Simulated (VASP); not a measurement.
Runs of VASP 6.6.1 on AlN. The structure is hexagonal, space group P6_3mc (No. 186). The conventional cell has a = 3.113 Å, b = 3.113 Å, c = 4.981 Å, α = 90.00°, β = 90.00°, γ = 120.00°. Al (site symmetry 3m) has 4 N at 1.89 Å as nearest neighbours. N (site symmetry 3m) is surrounded by 4 Al at 1.89 Å. 

```tsv
level	potentials or basis	gap on the mesh (eV)	pressure (GPa)	relaxed volume (Å³/atom)	largest force (eV/Å)
PBEsol	VASP PAW PBE potentials, release 64 (Al, N)	(b)	0.0	10.45	0.01
AM05	VASP PAW PBE potentials, release 64 (Al, N)	4.19	0.0	10.45	0.01
rev-vdW-DF2	VASP PAW PBE potentials, release 64 (Al, N)	4.19	0.0	10.54	-
r2SCAN	VASP PAW PBE potentials, release 64 (Al, N)	4.94	0.0	10.39	0.02
PW91	VASP PAW PBE potentials, release 64 (Al, N)	4.11	0.0	(c)	-
RPBE	VASP PAW PBE potentials, release 64 (Al, N)	3.97	0.0	10.80	-
PBE	VASP PAW PBE potentials, release 64 (Al, N)	4.06	0.0	10.62	-
LDA	VASP PAW LDA potentials, release 64 (Al, N)	4.42	0.1	(a)	0.02
SCAN	VASP PAW PBE potentials, release 64 (Al, N)	4.96	0.1	10.35	0.01
BLYP	VASP PAW PBE potentials, release 64 (Al, N)	4.18	0.0	10.82	0.02
vdW-DF-cx	VASP PAW PBE potentials, release 64 (Al, N)	4.18	0.0	10.52	0.01
optB88-vdW	VASP PAW PBE potentials, release 64 (Al, N)	4.27	0.0	10.56	-
```

Alike in all rows: task relaxation of cell and atoms; no spin polarisation; cell relaxed; k mesh 7 × 7 × 5; cutoff (eV) 600; smearing fermi-dirac 0.05 eV.

Question: Fill in the values left out.

Answer: (a) 10.23; (b) 4.12; (c) 10.61.

Caveats: the PAW data sets were made with another functional, which shifts forces and pressure a little (some runs).

